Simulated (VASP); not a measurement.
Here is a VASP 6.6.1 calculation.

The input INCAR:

```
SYSTEM = TaN
ALGO = Fast ; EDIFF = 1E-7
ENCUT = 520 ; GGA = PE
ISIF = 2 ; ISMEAR = 0
LASPH = .True. ; LCHARG = .True.
LELF = .True. ; LREAL = .False.
LVHAR = .True. ; LWAVE = .False.
NBANDS = 33 ; NELM = 100
PREC = Accurate ; SIGMA = 0.1
```

The input KPOINTS:

```
k-points
0
Gamma
  12 12 12
  0 0 0
```

File POSCAR:

```
TaN
1.0
    5.2635610220      0.0000000000      0.0000000000
   -2.6317805110      4.5583775594      0.0000000000
    0.0000000000      0.0000000000      2.9218011669
Ta N
3 3
Direct
    0.0000000000      0.0000000000      0.0000000000
    0.3333333333      0.6666666667      0.5000000000
    0.6666666667      0.3333333333      0.5000000000
    0.5000000000      0.0000000000      0.0000000000
    0.5000000000      0.5000000000      0.0000000000
    0.0000000000      0.5000000000      0.0000000000
```

Potentials or basis: VASP PAW PBE potentials, release 64 (Ta_pv, N).

The run is started by

```sh
$ cat potpaw_PBE.64/Ta_pv/POTCAR potpaw_PBE.64/N/POTCAR > POTCAR
$ mpirun -np 1 vasp_std > vasp.out
```

Estimate the pressure.

0.7 GPa.

What does it give for the band gap on the k mesh?

None (metal or under the smearing width).

Stress tensor (GPa, compression positive):
```
0.63 0.00 0.00
0.00 0.63 0.00
0.00 0.00 0.89
```

Spin-orbit coupling is left out, which matters for the levels of Ta.
